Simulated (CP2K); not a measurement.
Runs of CP2K 2026.2 on BeTe. The structure is cubic, space group F-43m (No. 216). Conventional cell: a = 5.540 Å, b = 5.540 Å, c = 5.540 Å, α = 90.00°, β = 90.00°, γ = 90.00°. Te (site symmetry -43m) is surrounded by 4 Be at 2.40 Å. Be (site symmetry -43m) is surrounded by 4 Te at 2.40 Å. 

```csv
potentials or basis,gap on the mesh (eV),pressure (GPa)
"POTENTIAL_UZH Te GTH-SCAN-q6, Be GTH-SCAN-q4; DZVP-MOLOPT-SR-GTH basis",(b),4.3
"POTENTIAL_UZH Te GTH-PBE0-q6, Be GTH-PBE0-q4; DZVP-MOLOPT-SR-GTH basis",2.52,4.2
"GTH_POTENTIALS Te GTH-BLYP-q6, Be GTH-BLYP-q4; DZVP-MOLOPT-SR-GTH basis",(a),5.1
"GTH_POTENTIALS Te GTH-PADE-q6, Be GTH-PADE-q4; DZVP-MOLOPT-SR-GTH basis",2.65,3.4
"GTH_POTENTIALS Te GTH-PBE-q6, Be GTH-PBE-q4; DZVP-MOLOPT-SR-GTH basis",2.46,5.1
```

Alike in all rows: task band structure; level PBE; no spin polarisation; cell as given; k mesh 8 × 8 × 8; smearing fermi-dirac 0.05 eV.

Fill in the values left out.

(a) 2.43; (b) 2.54.

Caveats: spin-orbit coupling is left out, which moves the levels of the heavy elements; the basis of atomic orbitals isn't converged, which shifts pressures, moduli and gaps; the potentials were made for another functional, which shifts forces and pressure (some runs).

A k mesh can miss the band edges, and the runs leave out spin-orbit coupling on Te.
